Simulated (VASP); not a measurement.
The system is BAs.

```xyz
2
Lattice="0.0000 2.3885 2.3885 2.3885 0.0000 2.3885 2.3885 2.3885 0.0000" Properties=species:S:1:pos:R:3 pbc="T T T"
B     0.0000    0.0000    0.0000
As    1.1943    1.1943    1.1943
```

Program: VASP 6.6.1. Alike in all runs: task band structure; potentials or basis VASP PAW PBE potentials, release 64 (B, As); no spin polarisation; cell as given; k mesh 6 × 6 × 6; cutoff (eV) 520; smearing gaussian 0.03 eV.

**Question.** Order these runs on this cell by their band gap on the k mesh, lowest first.
A. level PBE0; exchange at q = 0 truncated
B. level HSE06; screening parameter 0.2 1/A
C. level PBE-EpsX; exchange at q = 0 truncated; share of exact exchange 0.1013

**Answer.** C (1.81 eV), B (1.96 eV), A (2.62 eV).

A k mesh can miss the band edges.

Runs at the PBE level aren't shown here.
